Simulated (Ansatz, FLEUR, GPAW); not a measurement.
## The net moment per atom of Fe3Ge, sorted by core time

Symmetry: Fm-3m, No. 225, cubic system. Conventional cell: a = 5.751 Å, b = 5.751 Å, c = 5.751 Å, α = 90.00°, β = 90.00°, γ = 90.00°. Around Ge (site symmetry m-3m) lie 8 Fe at 2.49 Å. Fe (site symmetry -43m) has 4 Ge at 2.49 Å and 4 Fe at 2.49 Å as nearest neighbours. Around Fe (site symmetry m-3m) lie 8 Fe at 2.49 Å.

The cell comes from a database or a generator and needn't be the stable form of this composition.

| rung | level | program and potentials | cutoff (eV) | k mesh | smearing | task | core time | chip | net moment per atom (μB) | notes |
| --- | --- | --- | --- | --- | --- | --- | --- | --- | --- | --- |
| LDA | LDA | Ansatz, all-electron LAPW, scalar-relativistic | - | 8 × 8 × 8 | fermi-dirac 0.05 | band structure | 85 s | Arm Neoverse V2 | 1.29 | - |
| GGA | PBEsol | Ansatz, all-electron LAPW, scalar-relativistic | - | 8 × 8 × 8 | fermi-dirac 0.05 | band structure | 88 s | Arm Neoverse V2 | 1.42 | - |
| GGA + U (3 eV) | PBEsol+U (Fe d U = 3 eV) | GPAW, PAW data sets generated for this functional | 600 | 8 × 8 × 8 | fermi-dirac 0.05 | band structure | 4.3 min | Arm Neoverse V1 | 2.06 | - |
| GGA + U (1 eV) | PBEsol+U (Fe d U = 1 eV) | GPAW, PAW data sets generated for this functional | 600 | 8 × 8 × 8 | fermi-dirac 0.05 | band structure | 4.5 min | Arm Neoverse V1 | 1.70 | - |
| GGA + U (6 eV) | PBEsol+U (Fe d U = 6 eV) | GPAW, PAW data sets generated for this functional | 600 | 8 × 8 × 8 | fermi-dirac 0.05 | band structure | 4.5 min | Arm Neoverse V1 | 2.32 | - |
| GGA + U (4 eV) | PBEsol+U (Fe d U = 4 eV) | GPAW, PAW data sets generated for this functional | 600 | 8 × 8 × 8 | fermi-dirac 0.05 | band structure | 4.5 min | Arm Neoverse V1 | 2.16 | - |
| GGA + U (2 eV) | PBEsol+U (Fe d U = 2 eV) | GPAW, PAW data sets generated for this functional | 600 | 8 × 8 × 8 | fermi-dirac 0.05 | band structure | 4.6 min | Arm Neoverse V1 | 1.89 | - |
| GGA + U (8 eV) | PBEsol+U (Fe d U = 8 eV) | GPAW, PAW data sets generated for this functional | 600 | 8 × 8 × 8 | fermi-dirac 0.05 | band structure | 4.6 min | Arm Neoverse V1 | 2.40 | - |
| GGA | PBEsol | GPAW, PAW data sets generated for this functional | 600 | 7 × 7 × 7 | fermi-dirac 0.05 | band structure | 4.7 min | Arm Neoverse V1 | 1.41 | - |
| LDA | LDA | FLEUR, all-electron, FLAPW | - | 8 × 8 × 8 | fermi-dirac 0.05 | band structure | 4.8 min | AMD EPYC 7R43 Zen 3 | 1.30 | - |
| LDA | LDA | GPAW, the program's PAW data sets (release 1.2.1) made for this functional | 600 | 7 × 7 × 7 | fermi-dirac 0.05 | band structure | 5.2 min | Arm Neoverse V1 | 1.30 | - |
| GGA | PBEsol | FLEUR, all-electron, FLAPW | - | 8 × 8 × 8 | fermi-dirac 0.05 | single point | 21 min | Intel Xeon Platinum 8175M Skylake/Cascade Lake | 1.42 | - |

Times are single runs on shared hosts and different chips, so they are rough; meshes, cutoffs and the tasks' sizes weigh on the time. All rows: collinear spin, ferromagnetic start. Smearing widths are in eV. For a metal such meshes aren't converged. Meshes differ between rows, which moves values too. Meshes are those of the run's cell of 4 atoms unless a note names another. A magnetic state is the one that its parallel start led to; the crystal's real order can differ. Runs on faulty files, with rough fits or with known faults for this quantity aren't shown. PBE isn't shown for this crystal. No row holds spin-orbit coupling.

By rung: LDA 1.29 to 1.30; GGA 1.41 to 1.42; GGA + U (3 eV) 2.06; GGA + U (1 eV) 1.70; GGA + U (6 eV) 2.32; GGA + U (4 eV) 2.16; GGA + U (2 eV) 1.89; GGA + U (8 eV) 2.40 (μB).
